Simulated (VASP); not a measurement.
Pt: single point with PBEsol

The system is Pt.

```
CELL_PARAMETERS angstrom
2.72526 0.00000 0.00000
-1.36263 2.36015 0.00000
0.00000 0.00000 4.70078
ATOMIC_POSITIONS crystal
Pt 0.33333 0.66667 0.25000
Pt 0.66667 0.33333 0.75000
```

This isn't the form of Pt at room conditions, which is fcc.

```
Program                : VASP 6.6.1
Task                   : single point
Functional             : PBEsol
Potentials or basis    : VASP PAW PBE potentials, release 64 (Pt)
Cutoff                 : 900 eV
k mesh                 : 18 × 18 × 10
Occupations            : gaussian, width 0.1 eV
Spin                   : no spin polarisation
Further INCAR settings : ALGO = Normal; EDIFF = 1e-07; NBANDS = 17
```

| Property | Result |
| --- | --- |
| Pressure | 0.1 GPa |
| Band gap on the k mesh | none (metal or under the smearing width) |

Levels at points of the mesh, in eV from the Fermi level:
```
           k point  band 8  band 9  band 10  band 11  band 12  band 13
(0.00, 0.00, 0.00)   -1.97   -1.97    -0.94    -0.23    -0.23     5.02
(0.50, 0.00, 0.00)    0.05    0.30     0.52     2.32     3.84     7.45
(0.50, 0.50, 0.00)    0.05    0.30     0.52     2.32     3.84     7.45
(0.00, 0.00, 0.50)   -3.67   -0.85    -0.85    -0.85    -0.85    12.31
(0.50, 0.00, 0.50)   -0.97    0.43     0.43     1.65     1.65     6.73
(0.50, 0.50, 0.50)   -0.97    0.43     0.43     1.65     1.65     6.73
```

It took 6 min on 1 thread of Intel(R) Xeon(R) Platinum 8488C (Sapphire Rapids) (shared host), peak memory 0.61 GiB.

Caveat: the PAW data sets were made with another functional, which shifts forces and pressure a little. The run has no spin-orbit coupling, so splittings on Pt are missing.
